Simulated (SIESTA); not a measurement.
Crystal: HgSe.

```
CELL_PARAMETERS angstrom
0.00000 3.03900 3.03900
3.03900 0.00000 3.03900
3.03900 3.03900 0.00000
ATOMIC_POSITIONS crystal
Hg 0.00000 0.00000 0.00000
Se 0.75000 0.75000 0.75000
```

Base run:

- Program: SIESTA 5.4.2
- Functional: PBE
- Potentials or basis: PseudoDojo 0.4 standard (PBE files, fully relativistic)
- Basis: DZP (energy shift 0.003 Ry; two zetas on semicore shells)
- Grid cutoff: 800 Ry
- Energy shift: 0.003 Ry
- k mesh: 8 × 8 × 8
- Occupations: fermi-dirac, width 0.05 eV
- Spin: non-collinear spin, zero start, spin-orbit coupling
- Starting moments: [[0.0, 0.0, 0.0], [0.0, 0.0, 0.0]] μB

Its results: band gap on the k mesh none (metal or under the smearing width); pressure 4.7 GPa.

Q: The run is repeated on the same cell with these changes: potentials or basis from PseudoDojo 0.4 standard (PBE files, fully relativistic) to PseudoDojo 0.4 standard (PBE files); spin from non-collinear spin, zero start, spin-orbit coupling to no spin polarisation. What comes out?

A: Band gap on the k mesh none (metal or under the smearing width); pressure 5.7 GPa.

Caveats: short orbitals over semicore shells can move pressures by several GPa; the valence orbitals were made in a potential fitted to the semicore shell under them, which widens gaps by tenths of an eV or more; the basis of atomic orbitals isn't converged, which shifts pressures, moduli and gaps; spin-orbit coupling is left out, which moves the levels of the heavy elements (some runs).
